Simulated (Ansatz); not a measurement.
Take a crystal in which Na has been replaced by Li on all its sites, with the cell rescaled by a rough guess (in some cases also distorted within its space group) and nothing relaxed:

```xyz
3
Lattice="0.0000 3.0177 3.0177 3.0177 0.0000 3.0177 3.0177 3.0177 0.0000" Properties=species:S:1:pos:R:3 pbc="T T T"
Li    1.5088    1.5088    1.5088
Li    4.5265    4.5265    4.5265
S     0.0000    0.0000    0.0000
```

Theory: DFT PBEsol, scalar-relativistic, plane waves, PAW in Ansatz 0.2.0.

Plane waves to 420 eV, a k mesh through Γ of 8×8×8 on the computed 3-atom cell and Gaussian smearing (0.02 eV); no spin polarisation.

(1) Will this cell want to expand or contract, and how hard?

(2) Is it a metal on this mesh?

(3) What is its energy against the elements in their standard states?

## Answers

(1) The pressure is -5.6 GPa (positive in compression), so the cell would contract.

(2) No: the gap is 3.29 eV, the least direct gap 3.31 eV.

(3) -1.291 eV/atom at this unrelaxed geometry, with the elements in the same functional.